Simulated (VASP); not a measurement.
# Na2S (Fm-3m) in VASP: single point with LDA

Aim: the single point of Na2S with LDA.

Everything below comes from runs of VASP 6.6.1. Logs are shortened: lines on timing, memory, paths and dates and some standing lists are left out, and cuts for length are marked.

### 1 The structure

It takes space group Fm-3m (No. 225, cubic). Conventional cell: a = 6.498 Å, b = 6.498 Å, c = 6.498 Å, α = 90.00°, β = 90.00°, γ = 90.00°. Around Na (site symmetry -43m) lie 4 S at 2.81 Å. S (site symmetry m-3m) is surrounded by 8 Na at 2.81 Å.

The cell comes from a database or a generator and needn't be the stable form of this composition.

### 2 Single point, LDA

INCAR

```
PREC = Accurate
ENCUT = 520
EDIFF = 1E-7
ISMEAR = -1
SIGMA = 0.01
LREAL = F
LASPH = T
NELM = 80
ALGO = Fast
ISIF = 2
LWAVE = F
LCHARG = T
GGA = CA
LELF = T
LVHAR = T
NBANDS = 17
```

KPOINTS

```
Automatic mesh
0
Gamma
  6 6 6
```

POSCAR

```
Na2S
1.0
    0.0000000000      3.2491544893      3.2491544893
    3.2491544893      0.0000000000      3.2491544893
    3.2491544893      3.2491544893      0.0000000000
Na S
2 1
Direct
    0.2500000000      0.2500000000      0.2500000000
    0.7500000000      0.7500000000      0.7500000000
    0.0000000000      0.0000000000      0.0000000000
```

Potentials or basis: VASP PAW LDA potentials, release 64 (Na_pv, S).

Launch:

```sh
cat potpaw_LDA.64/Na_pv/POTCAR potpaw_LDA.64/S/POTCAR > POTCAR
mpirun -np 1 vasp_std > vasp.out
```

OUTCAR:

```text
PREC = Accurate
   ENCUT = 520
   EDIFF = 1E-7
   ISMEAR = -1
   LREAL = F
   LASPH = T
   NELM = 80
   ISIF = 2
   GGA = CA

 ion  position               nearest neighbor table
   1  0.250  0.250  0.250-
   2  0.750  0.750  0.750-
   3  0.000  0.000  0.000-

  LATTYP: Found a face centered cubic cell.
 ALAT       =     6.4983089786

  Lattice vectors:

 A1 = (   0.0000000000,   3.2491544893,   3.2491544893)
 A2 = (   3.2491544893,   0.0000000000,   3.2491544893)
 A3 = (   3.2491544893,   3.2491544893,   0.0000000000)

Analysis of symmetry for initial positions (statically):
=====================================================================
 Subroutine PRICEL returns:
 Original cell was already a primitive cell.

 Routine SETGRP: Setting up the symmetry group for a
 face centered cubic supercell.

 Subroutine GETGRP returns: Found 48 space group operations
 (whereof 48 operations were pure point group operations)
 out of a pool of 48 trial point group operations.

The static configuration has the point symmetry O_h .

Analysis of symmetry for dynamics (positions and initial velocities):
=====================================================================
 Subroutine PRICEL returns:
 Original cell was already a primitive cell.

 Routine SETGRP: Setting up the symmetry group for a
 face centered cubic supercell.

 Subroutine GETGRP returns: Found 48 space group operations
 (whereof 48 operations were pure point group operations)
 out of a pool of 48 trial point group operations.

The dynamic configuration has the point symmetry O_h .

 Subroutine INISYM returns: Found 48 space group operations
 (whereof 48 operations are pure point group operations),
 and found     1 'primitive' translations

----------------------------------------------------------------------------------------

                                     Primitive cell

  volume of cell :      68.6027

  direct lattice vectors                    reciprocal lattice vectors
     0.000000000  3.249154489  3.249154489    -0.153886188  0.153886188  0.153886188
     3.249154489  0.000000000  3.249154489     0.153886188 -0.153886188  0.153886188
     3.249154489  3.249154489  0.000000000     0.153886188  0.153886188 -0.153886188

  length of vectors
[... 73 lines left out ...]
   ENCUT  =  520.0 eV  38.22 Ry    6.18 a.u.   8.54  8.54  8.54*2*pi/ulx,y,z
   NELM   =     80;   NELMIN=  2; NELMDL= -5     # of ELM steps
   EDIFF  = 0.1E-06   stopping-criterion for ELM
   LREAL  =      F    real-space projection
   EDIFFG = 0.1E-05   stopping-criterion for IOM
   NSW    =      0    number of steps for IOM
   IBRION =     -1    ionic relax: 0-MD 1-quasi-New 2-CG
   NFREE  =      0    steps in history (QN), initial steepest desc. (CG)
   ISIF   =      2    stress and relaxation
   ISYM   =      2    0-nonsym 1-usesym 2-fastsym
   POTIM  = 0.5000    time-step for ionic-motion
   TEBEG  =    0.0;   TEEND  =   0.0 temperature during run
   PSTRESS=    0.0 pullay stress
   NELECT =      20.0000    total number of electrons
   NUPDOWN=      -1.0000    fix difference up-down
   EMIN   =  10.00;   EMAX   =-10.00  energy-range for DOS
   EFERMI =   0.00;   METHOD = LEGACY
   ISMEAR =    -1;   SIGMA  =   0.01  broadening in eV -4-tet -1-fermi 0-gaus
   EFERMI_NEDOS =   21; number of points for ismear=-14 and -15
   IALGO  =     68    algorithm
   IMIX   =      4    mixing-type and parameters
     AMIX     =   0.40;   BMIX     =  1.00
     AMIX_MAG =   1.60;   BMIX_MAG =  1.00
  volume/ion in A,a.u.               =      22.87       154.32
  Fermi-wavevector in a.u.,A,eV,Ry     =   1.085520  2.051335 16.032473  1.178354
  Thomas-Fermi vector in A             =   2.221635
   LORBIT       =      0    0 simple, 1 ext, 2 COOP (PROOUT), +10 PAW based schemes
   GGA     = CA    functional components
   LHFCALC =     F    Hartree Fock is set to
   AEXX    =    0.0000 exact exchange contribution
   IVDW    =     0    specifies the selected vdW correction
   LEPSILON=     F    determine dielectric tensor
   LRPA    =     F    only Hartree local field effects (RPA)
 non-spin polarized calculation
 RMM-DIIS sequential band-by-band and
  energy-cutoff  :      520.00
  volume of cell :       68.60
 maximum number of plane-waves:      1873
 NGX is ok and might be reduce to    36
   NGX = 17   NGY = 17   NGZ = 17

 number of electron      19.9999992 magnetization

 Free energy of the ion-electron system (eV)
  ---------------------------------------------------
  ext. energy  EPLUGINS =         0.00000000
  ---------------------------------------------------
  free energy    TOTEN  =       -10.89523035 eV

  energy without entropy =      -10.89523035  energy(sigma->0) =      -10.89523035

 E-fermi :   0.2883     XC(G=0):  -8.3484

 val. band max:        0.0411836258   @ k =   0.0000   0.0000   0.0000
 cond. band min:       2.3547314479   @ k =   0.0000   0.0000   0.0000
 fundamental gap:      2.3135478221
 Fermi energy:         0.2882973956

 k-point     1 :       0.0000    0.0000    0.0000
  band No.  band energies     occupation
      1     -22.1214      2.00000
      2     -22.1214      2.00000
      3     -22.1214      2.00000
      4     -22.0617      2.00000
      5     -22.0617      2.00000
      6     -22.0617      2.00000
[... 297 lines left out ...]
      4     -22.0738      2.00000
      5     -22.0518      2.00000
      6     -22.0481      2.00000
[... 9 lines left out ...]
     16      11.0896      0.00000
     17      12.1259      0.00000

------------------------ aborting loop because EDIFF is reached ----------------------------------------

  FORCE on cell =-STRESS in cart. coord.  units (eV):
  Direction    XX          YY          ZZ          XY          YZ          ZX
  --------------------------------------------------------------------------------------
  -------------------------------------------------------------------------------------
  Total       -0.6736398     -0.6736398     -0.6736398     -0.0000000      0.0000000      0.0000000
  in kB      -15.7324812    -15.7324812    -15.7324812     -0.0000000      0.0000000      0.0000000
  external PRESSURE =     -15.7324812 kB  Pullay stress =       0.0000000 kB

 VOLUME and BASIS-vectors are now :
 -----------------------------------------------------------------------------
  energy-cutoff  :      520.00
  volume of cell :       68.60
      direct lattice vectors                 reciprocal lattice vectors
     0.000000000  3.249154489  3.249154489    -0.153886188  0.153886188  0.153886188
     3.249154489  0.000000000  3.249154489     0.153886188 -0.153886188  0.153886188
     3.249154489  3.249154489  0.000000000     0.153886188  0.153886188 -0.153886188

 POSITION                                       TOTAL-FORCE (eV/Angst)
 -----------------------------------------------------------------------------------
      1.62458      1.62458      1.62458        -0.000000      0.000000     -0.000000
      4.87373      4.87373      4.87373         0.000000     -0.000000      0.000000
      0.00000      0.00000      0.00000         0.000000      0.000000     -0.000000
 -----------------------------------------------------------------------------------
    total drift:                                0.000000      0.000000      0.000000

  FREE ENERGIE OF THE ION-ELECTRON SYSTEM (eV)
  ---------------------------------------------------
  free  energy   TOTEN  =       -10.8952303527 eV

  energy  without entropy=      -10.8952303527  energy(sigma->0) =      -10.89523035
```

OSZICAR:

```text
N       E                     dE             d eps       ncg     rms          rms(c)
DAV:   1     0.144251846587E+03    0.14425E+03   -0.10369E+04   544   0.118E+03
DAV:   2    -0.158007027960E+01   -0.14583E+03   -0.14194E+03   585   0.315E+02
DAV:   3    -0.115633236387E+02   -0.99833E+01   -0.99321E+01   666   0.823E+01
DAV:   4    -0.117294503643E+02   -0.16613E+00   -0.16595E+00   680   0.114E+01
DAV:   5    -0.117326538788E+02   -0.32035E-02   -0.32029E-02   681   0.155E+00    0.362E+00
RMM:   6    -0.109665678013E+02    0.76609E+00   -0.93495E-01   649   0.358E+00    0.258E+00
RMM:   7    -0.109060577711E+02    0.60510E-01   -0.32941E-01   626   0.195E+00    0.190E+00
RMM:   8    -0.109037014855E+02    0.23563E-02   -0.62637E-02   686   0.171E+00    0.937E-01
RMM:   9    -0.108960193714E+02    0.76821E-02   -0.58740E-03   756   0.554E-01    0.597E-01
RMM:  10    -0.108970722130E+02   -0.10528E-02   -0.18846E-02   715   0.502E-01    0.580E-01
RMM:  11    -0.108954929903E+02    0.15792E-02   -0.16699E-03   675   0.226E-01    0.290E-01
RMM:  12    -0.108952264725E+02    0.26652E-03   -0.88695E-04   692   0.141E-01    0.412E-02
RMM:  13    -0.108952563921E+02   -0.29920E-04   -0.43137E-04   765   0.942E-02    0.819E-02
RMM:  14    -0.108952326600E+02    0.23732E-04   -0.34364E-05   710   0.425E-02    0.248E-02
RMM:  15    -0.108952302739E+02    0.23861E-05   -0.16997E-05   639   0.204E-02    0.448E-03
RMM:  16    -0.108952305350E+02   -0.26108E-06   -0.16456E-06   687   0.910E-03    0.447E-03
RMM:  17    -0.108952304303E+02    0.10473E-06   -0.26633E-07   574   0.443E-03    0.260E-03
RMM:  18    -0.108952303527E+02    0.77505E-07   -0.20165E-07   533   0.290E-03
   1 F= -.10895230E+02 E0= -.10895230E+02  d E =-.162630E-12
```

Wall time 28 s (1 thread of Intel Xeon Platinum 8488C (Sapphire Rapids), shared host); peak memory 0.16 GiB.

What came out:

```
Free energy            : -10.8952 eV
Pressure               : -1.6 GPa
Band gap on the k mesh : 2.31 eV, direct
```
